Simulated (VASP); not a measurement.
# Na (P6_3/mmc) in VASP: a series of runs, part 2 of 2

VASP 6.6.1. Earlier steps stand in the parts before.

## 4. Electric field gradients, PBE+D2 (cell strained at random at fixed volume)

Input file INCAR:

```
PREC     = Accurate       # precision mode
ENCUT    = 520            # plane-wave cutoff, eV
EDIFF    = 1E-8           # SCF threshold, eV
ISMEAR   = 1              # smearing method
SIGMA    = 0.2            # smearing width, eV
LREAL    = False          # projectors in reciprocal space
LASPH    = True           # aspherical terms in the spheres
NELM     = 60             # most SCF steps
ALGO     = Normal         # electronic algorithm
ISIF     = 2              # what is computed and relaxed
LWAVE    = False          # write WAVECAR
LCHARG   = False          # write CHGCAR
GGA      = PE             # functional
IVDW     = 1              # dispersion correction
LEFG     = True         
ISYM     = 1
```

Input file KPOINTS:

```
Automatic mesh
0
Gamma
  8 8 5
```

Input file POSCAR:

```
Na
1.0
    3.7998410000     -0.0177630000     -0.0018050000
   -1.9153040000      3.3052590000     -0.0021700000
   -0.0029490000     -0.0057970000      6.0379150000
Na
2
Direct
    0.6666666667      0.3333333333      0.7500000000
    0.3333333333      0.6666666667      0.2500000000
```

Potentials or basis: VASP PAW PBE potentials, release 54 (Na_pv).

The run is started by

```
$ cat potpaw_PBE.54/Na_pv/POTCAR > POTCAR
$ mpirun -np 1 vasp_std > vasp.out
```

OUTCAR:

```text
PREC = Accurate
   ENCUT = 520
   EDIFF = 1E-8
   ISMEAR = 1
   LREAL = False
   LASPH = True
   NELM = 60
   ISIF = 2
   GGA = PE
   IVDW = 1
   ISYM = 1
  IVDW =   1

 ion  position               nearest neighbor table
   1  0.667  0.333  0.750-
   2  0.333  0.667  0.250-

  LATTYP: Found a triclinic cell.
 ALAT       =     3.7893436707
 B/A-ratio  =     1.0027812932
 C/A-ratio  =     1.5933942729
 COS(alpha) =     0.0009589342
 COS(beta)  =     0.0021248410
 COS(gamma) =     0.4932649188

  Lattice vectors:

 A1 = (   1.8845370000,   3.2874960000,  -0.0039750000)
 A2 = (   3.7998410000,  -0.0177630000,  -0.0018050000)
 A3 = (   0.0029490000,   0.0057970000,  -6.0379150000)

Analysis of symmetry for initial positions (statically):
=====================================================================
 Subroutine PRICEL returns:
 Original cell was already a primitive cell.

 Routine SETGRP: Setting up the symmetry group for a
 triclinic supercell.

 Subroutine GETGRP returns: Found  2 space group operations
 (whereof  2 operations were pure point group operations)
 out of a pool of  2 trial point group operations.

The static configuration has the point symmetry S_2 .

Analysis of symmetry for dynamics (positions and initial velocities):
=====================================================================
 Subroutine PRICEL returns:
 Original cell was already a primitive cell.

 Routine SETGRP: Setting up the symmetry group for a
 triclinic supercell.

[... 483 lines left out ...]
  band No.  band energies     occupation
      1     -24.6643      2.00000
      2     -24.6589      2.00000
      3     -24.6573      2.00000
      4     -24.6569      2.00000
      5     -24.6521      2.00000
      6     -24.6507      2.00000
      7       1.0627     -0.00000
      8       1.1868     -0.00000
      9       2.7488     -0.00000
     10       4.7288      0.00000
     11       4.7954      0.00000

 [... further k-points ...]

------------------------ aborting loop because EDIFF is reached ----------------------------------------

  DFT-D2 method for vdW energy calculation

  Number of pair interactions contributing to vdW energy:   20819

  Edisp (eV):   -0.22453

  FORCE on cell =-STRESS in cart. coord.  units (eV):
  Direction    XX          YY          ZZ          XY          YZ          ZX
  --------------------------------------------------------------------------------------
  -------------------------------------------------------------------------------------
  Total      -0.53232    -0.54197    -0.49534     0.02824     0.00314     0.00163
  in kB     -11.27725   -11.48165   -10.49391     0.59834     0.06662     0.03461
  external pressure =      -11.08 kB  Pullay stress =        0.00 kB

 VOLUME and BASIS-vectors are now :
 -----------------------------------------------------------------------------
  energy-cutoff  :      520.00
  volume of cell :       75.63
      direct lattice vectors                 reciprocal lattice vectors
     3.799841000 -0.017763000 -0.001805000     0.263883857  0.152913404  0.000275697
    -1.915304000  3.305259000 -0.002170000     0.001418294  0.303370204  0.000291958
    -0.002949000 -0.005797000  6.037915000     0.000079396  0.000154742  0.165620273

 POSITION                                       TOTAL-FORCE (eV/Angst)
 -----------------------------------------------------------------------------------
      1.89258      1.08556      4.52651        -0.003001     -0.000561      0.000001
     -0.01099      2.19614      1.50743         0.003001      0.000561     -0.000001
 -----------------------------------------------------------------------------------
    total drift:                                0.000000     -0.000000      0.000000

  FREE ENERGIE OF THE ION-ELECTRON SYSTEM (eV)
  ---------------------------------------------------
  free  energy   TOTEN  =        -2.8428569085 eV

  energy  without entropy=       -2.8485867599  energy(sigma->0) =       -2.84476686

 Electric field gradients (V/A^2)
---------------------------------------------------------------------
 ion       V_xx      V_yy      V_zz      V_xy      V_xz      V_yz
---------------------------------------------------------------------
   1      -0.193    -0.181     0.374    -0.026     0.001     0.003
   2      -0.193    -0.181     0.374    -0.026     0.001     0.003
---------------------------------------------------------------------

 Electric field gradients after diagonalization (V/A^2)
 (convention: |V_zz| > |V_xx| > |V_yy|)
----------------------------------------------------------------------
 ion       V_xx      V_yy      V_zz     asymmetry (V_yy - V_xx)/ V_zz
----------------------------------------------------------------------
   1      -0.214    -0.160     0.374       0.145
   2      -0.214    -0.160     0.374       0.145
----------------------------------------------------------------------

           NMR quadrupolar parameters

 Cq : quadrupolar parameter    Cq=e*Q*V_zz/h
 eta: asymmetry parameters     (V_yy - V_xx)/ V_zz
 Q  : nuclear electric quadrupole moment in mb (millibarn)
----------------------------------------------------------------------
 ion       Cq(MHz)       eta       Q (mb)
----------------------------------------------------------------------
   1       0.001       0.145       1.000
   2       0.001       0.145       1.000
----------------------------------------------------------------------
```

stdout:

```text
POSCAR found type information on POSCAR Na
 POSCAR found :  1 types and       2 ions
 scaLAPACK will be used
 LDA part: xc-table for (Slater+PW92), standard interpolation
 POSCAR, INCAR and KPOINTS ok, starting setup
 FFT: planning ... GRIDC
 FFT: planning ... GRID_SOFT
 FFT: planning ... GRID
 WAVECAR not read
 entering main loop
ion   1
     0.0000330     0.0008306    -0.0000377    -0.0070807    -0.0000160     0.0001434
     0.0000455     0.0008306    -0.0000377    -0.0070807    -0.0000160     0.0001434
     0.0000627     0.0008306    -0.0000377    -0.0070807    -0.0000160     0.0001434
     0.0000863     0.0008306    -0.0000377    -0.0070807    -0.0000160     0.0001434

     0.0000330     0.0302357    -0.0019394    -0.2737084    -0.0008118     0.0058267
     0.0000455     0.0302357    -0.0019394    -0.2737083    -0.0008118     0.0058267
     0.0000627     0.0302356    -0.0019394    -0.2737080    -0.0008118     0.0058267
     0.0000863     0.0302356    -0.0019394    -0.2737076    -0.0008118     0.0058267

ion   2
     0.0000330     0.0008306    -0.0000377    -0.0070807    -0.0000160     0.0001434
     0.0000455     0.0008306    -0.0000377    -0.0070807    -0.0000160     0.0001434
     0.0000627     0.0008306    -0.0000377    -0.0070807    -0.0000160     0.0001434
     0.0000863     0.0008306    -0.0000377    -0.0070807    -0.0000160     0.0001434

     0.0000330     0.0302357    -0.0019394    -0.2737084    -0.0008118     0.0058267
     0.0000455     0.0302357    -0.0019394    -0.2737083    -0.0008118     0.0058267
     0.0000627     0.0302356    -0.0019394    -0.2737080    -0.0008118     0.0058267
     0.0000863     0.0302356    -0.0019394    -0.2737076    -0.0008118     0.0058267
```

Wall time 60 s (1 thread of Intel Xeon 6975P-C (Granite Rapids), shared host); peak memory 0.24 GiB.

What came out:

| Quantity | Value |
| --- | --- |
| Free energy | -2.8429 eV |
| Pressure | -1.1 GPa |
| Largest force | 0.003 eV/Å |
| Band gap on the k mesh | none (metal or under the smearing width) |
| Dispersion energy per atom | -0.112 eV |

Forces in eV/Å, atoms in the order of the input:
```
Na  -0.003 -0.001  0.000
Na   0.003  0.001  0.000
```

Electric field gradients, principal values (V/Å²):
```
atom     Vxx     Vyy    Vzz
1 Na  -0.160  -0.214  0.374
2 Na  -0.160  -0.214  0.374
```

Caveat: atom-pairwise D2, TS and ULG terms overbind metals; pairwise dispersion overbinds metals, which lowers pressure and volume.

## 5. Density of states, TPSS+D4 (volume scaled by 1.04)

Input file run.py:

```python
from ase.calculators.vasp import Vasp
from ase.dft.dos import DOS
from ase.io import read

atoms = read('Na.cif')
calc = Vasp(
    directory='calc',
    xc='tpss',
    pp='PBE',
    setups='minimal',
    prec='Accurate',
    encut=500,
    ediff=1e-06,
    ismear=1,
    sigma=0.1,
    lreal=False,
    lasph=True,
    nelm=60,
    algo='Normal',
    isif=2,
    lwave=False,
    lcharg=False,
    lmixtau=True,
    ivdw=13,
    lorbit=10,
    kpts=[8, 8, 5],
    gamma=True,
)
atoms.calc = calc

print('energy (eV):', atoms.get_potential_energy())
print('free energy (eV):', atoms.get_potential_energy(force_consistent=True))
print('forces (eV/A):')
print(atoms.get_forces())
print('stress (eV/A^3, Voigt):', atoms.get_stress())
print('Fermi level (eV):', calc.get_fermi_level())
dos = DOS(calc, width=0.1, window=(-10, 10), npts=301)
print('E - E_F (eV), DOS (1/eV)')
for e, g in zip(dos.get_energies(), dos.get_dos()):
    print(f'{e:8.3f} {g:10.4f}')
```

Input file Na.cif:

```cif
data_Na
_cell_length_a 3.81657147
_cell_length_b 3.81657147
_cell_length_c 6.23498297
_cell_angle_alpha 90.00000000
_cell_angle_beta 90.00000000
_cell_angle_gamma 120.00000000
_space_group_name_H-M_alt 'P1'
_space_group_name_Hall 'P 1'
_space_group_IT_number 1
loop_
_space_group_symop_operation_xyz
'x,y,z'
loop_
_atom_site_label
_atom_site_type_symbol
_atom_site_symmetry_multiplicity
_atom_site_Wyckoff_symbol
_atom_site_fract_x
_atom_site_fract_y
_atom_site_fract_z
_atom_site_occupancy
Na1 Na 1 a 0.6666666667 0.3333333333 0.7500000000 1
Na2 Na 1 a 0.3333333333 0.6666666667 0.2500000000 1
```

Potentials or basis: VASP PAW PBE potentials, release 64 (Na).

The run is started by

```
$ python run.py
```

Run time: 44 s. Hardware: 1 thread of Intel Xeon 6975P-C (Granite Rapids), shared host; peak memory 0.17 GiB.

Results (log left out):

* Free energy: -9.5549 eV
* Pressure: -0.3 GPa
* Band gap on the k mesh: none (metal or under the smearing width)
* Valence electrons inside the program's atomic spheres: Na 0.12
* Dispersion energy per atom: -0.017 eV

Stress tensor (GPa, compression positive):
```
-0.24  0.00  0.00
 0.00 -0.24  0.00
 0.00  0.00 -0.50
```

Levels at points of the mesh, in eV from the Fermi level:
| k point | band 1 | band 2 | band 3 | band 4 | band 5 |
| --- | --- | --- | --- | --- | --- |
| (0.00, 0.00, 0.00) | -3.09 | 0.54 | 1.00 | 9.65 | 9.65 |
| (0.50, 0.00, 0.00) | 0.25 | 0.40 | 3.73 | 3.77 | 4.24 |

States per cell in windows of 1 eV (zero at the Fermi level; states under -4 eV left out):
```
from (eV)  total  Na1_s  Na2_s  Na1_p  Na2_p  Na1_d  Na2_d
     -4.0   0.01   0.00   0.00   0.00   0.00   0.00   0.00
     -3.0   0.43   0.02   0.02   0.00   0.00   0.00   0.00
     -2.0   0.64   0.03   0.03   0.01   0.01   0.00   0.00
     -1.0   0.92   0.04   0.04   0.01   0.01   0.00   0.00
      0.0   0.98   0.03   0.03   0.02   0.02   0.00   0.00
      1.0   1.16   0.03   0.03   0.03   0.03   0.00   0.00
      2.0   1.38   0.04   0.04   0.04   0.04   0.00   0.00
      3.0   1.31   0.03   0.03   0.04   0.04   0.00   0.00
      4.0   1.42   0.03   0.03   0.05   0.05   0.00   0.00
      5.0   0.89   0.01   0.01   0.03   0.03   0.00   0.00
      6.0   0.53   0.01   0.01   0.02   0.02   0.00   0.00
      7.0   0.24   0.00   0.00   0.01   0.01   0.00   0.00
```

Caveat: the PAW data sets were made with another functional, which shifts forces and pressure a little; pairwise dispersion overbinds metals, which lowers pressure and volume.

## 6. For comparison

An earlier run on the cell as given: functional PBE; potentials or basis VASP PAW PBE potentials, release 64 (Na_pv); cutoff 520 eV; k mesh 8 × 8 × 5; occupations fermi-dirac, width 0.05 eV; no spin polarisation.

* Pressure: -0.2 GPa
* Band gap on the k mesh: none (metal or under the smearing width)

## 7. Summary

```csv
task,level,potentials or basis,cell,k mesh,cutoff (eV),smearing,grid for exact exchange (PRECFOCK),exchange at q = 0,other keys,mesh quality,gap on the mesh (eV),pressure (GPa)
electric field gradients,r2SCANh,"VASP PAW PBE potentials, release 64 (Na_pv)","atoms moved at random, drawn with an rms of 0.02 Å",4 × 4 × 3,520,fermi-dirac 0.1 eV,Normal,default,LMAXMIX = 4,coarse,none,0.1
band structure,r2SCAN0,"VASP PAW PBE potentials, release 64 (Na_pv)",as given,4 × 4 × 3,520,methfessel-paxton 0.1 eV,Normal,default,-,coarse,-,0.2
electric field gradients,PBE+D2,"VASP PAW PBE potentials, release 54 (Na_pv)",cell strained at random at fixed volume,8 × 8 × 5,520,methfessel-paxton 0.2 eV,-,-,ISYM = 1,not flagged,none,-1.1
density of states,TPSS+D4,"VASP PAW PBE potentials, release 64 (Na)",volume scaled by 1.04,8 × 8 × 5,500,methfessel-paxton 0.1 eV,-,-,-,not flagged,none,-0.3
single point,PBE,"VASP PAW PBE potentials, release 64 (Na_pv)",as given,8 × 8 × 5,520,fermi-dirac 0.05 eV,-,-,-,not flagged,none,-0.2
```

Alike in all rows: no spin polarisation.

Caveats: some runs use coarse meshes; the PAW data sets were made with another functional, which shifts forces and pressure a little (some runs); pairwise dispersion overbinds metals, which lowers pressure and volume (some runs); an unscreened hybrid on a path of extra k points without a Coulomb cutoff has errors near the mesh points, so the bands along the path aren't reliable (some runs); atom-pairwise D2, TS and ULG terms overbind metals (some runs).

Absolute energies hang on the potentials; compare differences alone.
